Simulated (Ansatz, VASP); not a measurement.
Two plane-wave programs on CaSe

File INCAR:

```
SYSTEM = CaSe
PREC = Accurate
ENCUT = 520
EDIFF = 1E-7
ISMEAR = -1
SIGMA = 0.02
LREAL = .False.
LASPH = .True.
NELM = 100
ALGO = Normal
ISIF = 2
LWAVE = .False.
LCHARG = .False.
GGA = PE
NBANDS = 15
```

File KPOINTS:

```
Automatic mesh
0
Gamma
  8 8 8
  0 0 0
```

POSCAR

```
CaSe
1.0
   -0.1438326912      2.9498226628      2.9498226628
    2.9498226628     -0.1438326912      2.9498226628
    2.9498226628      2.9498226628     -0.1438326912
Ca Se
1 1
Direct
    0.0000000000      0.0000000000      0.0000000000
    0.5000000000      0.5000000000      0.5000000000
```

Input for Ansatz:

```yaml
crystal:
  lattice:
    - [-0.1438326912, 2.9498226628, 2.9498226628]
    - [2.9498226628, -0.1438326912, 2.9498226628]
    - [2.9498226628, 2.9498226628, -0.1438326912]
  atoms:
    - { symbol: Ca, position: [0.0, 0.0, 0.0] }
    - { symbol: Se, position: [0.5, 0.5, 0.5] }
kpoints:
  mp_grid: { grid: [8, 8, 8] }
  band_path:
    path:
      - [0.0, 0.0, 0.0]
      - [0.5, 0.0, 0.5]
      - [0.625, 0.25, 0.625]
      - [0.375, 0.375, 0.75]
      - [0.5, 0.5, 0.5]
      - [0.5, 0.25, 0.75]
      - [0.0, 0.5, 0.5]
    npoints: 1
hamiltonian:
  xc: pbe
scf:
  occupations: { method: fermi_dirac, width: 0.02 }
  n_extra_bands: 4
output:
  forces: true
  stress: true
  eigenvalues: true
```

Change from the starting cell: epitaxial_111 strain +4.2%.

Alike in both runs: task single point; functional PBE; k mesh 8 × 8 × 8; occupations fermi-dirac, width 0.02 eV; no spin polarisation.

```csv
,VASP,Ansatz
version,VASP 6.6.1,Ansatz 0.2.0
potentials or method,"VASP PAW PBE potentials, release 64 (Ca_sv, Se)","plane waves, PAW"
plane-wave cutoff (eV),520,420
valence electrons in the cell,16,26
```

|  | VASP | Ansatz | Ansatz less VASP |
| --- | --- | --- | --- |
| gap on the k mesh at the Fermi level (eV) | 1.90 | 1.91 | +0.007 |
| pressure (GPa) | -1.7 | -1.9 | -0.14 |
| largest component of the traceless stress (GPa) | 1.13 | 1.14 | +0.005 |

The two sets of potentials don't hold the same shells in valence.

A k mesh can miss the band edges.
